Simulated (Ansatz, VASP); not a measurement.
One calculation of Rh, two programs

File INCAR:

```
SYSTEM = Rh
ALGO = Normal
EDIFF = 1E-6
ENCUT = 520
GGA = CA
ISIF = 2
ISMEAR = -1
LASPH = .TRUE.
LCHARG = .FALSE.
LREAL = .FALSE.
LWAVE = .FALSE.
NBANDS = 14
NELM = 100
PREC = Accurate
SIGMA = 0.1
```

Contents of KPOINTS:

```
k-points
0
G
  16 16 16
  0 0 0
```

Contents of POSCAR:

```
Rh
1.0
    0.0000000000      1.8777700899      1.8777700899
    1.8777700899      0.0000000000      1.8777700899
    1.8777700899      1.8777700899      0.0000000000
Rh
1
Direct
    0.0000000000      0.0000000000      0.0000000000
```

Input for Ansatz:

```yaml
crystal:
  lattice:
    - [0.0, 1.87777008994, 1.87777008994]
    - [1.87777008994, 0.0, 1.87777008994]
    - [1.87777008994, 1.87777008994, 0.0]
  atoms:
    - { symbol: Rh, position: [0.0, 0.0, 0.0] }
kpoints:
  mp_grid: { grid: [16, 16, 16] }
scf:
  occupations: { method: fermi_dirac, width: 0.1 }
hamiltonian:
  xc: lda
  pseudopotentials: { kind: paw }
output:
  forces: true
  stress: true
  eigenvalues: true
  eigenstates:
    nscf_kmesh: { grid: [24, 24, 24] }
    de_dk: true
    e_range: [-14, 14]
  optics:
    e_range: [0, 25]
    de: 0.2
    sigma: 0.15
    bands: { spectra_wanted_up_to: 25 }
    nscf_kmesh: { grid: [24, 24, 24] }
    drude_damping: 0.05
checkpoint:
  write: ck
  write_wavefunctions: false
```

Alike in both runs: task single point; functional LDA; k mesh 16 × 16 × 16; occupations fermi-dirac, width 0.1 eV; no spin polarisation.

|  | VASP | Ansatz |
| --- | --- | --- |
| version | VASP 6.6.1 | Ansatz 0.2.0 |
| potentials or method | VASP PAW LDA potentials, release 64 (Rh_pv) | PAW with Ansatz's default frozen-core files, scalar-relativistic |
| plane-wave cutoff (eV) | 520 | 420 |
| valence electrons in the cell | 15 | 17 |

|  | VASP | Ansatz | Ansatz less VASP |
| --- | --- | --- | --- |
| pressure (GPa) | 0.9 | 0.0 | -0.92 |

The two sets of potentials don't hold the same shells in valence. Ansatz warned: «optics_on_partly_filled_bands».
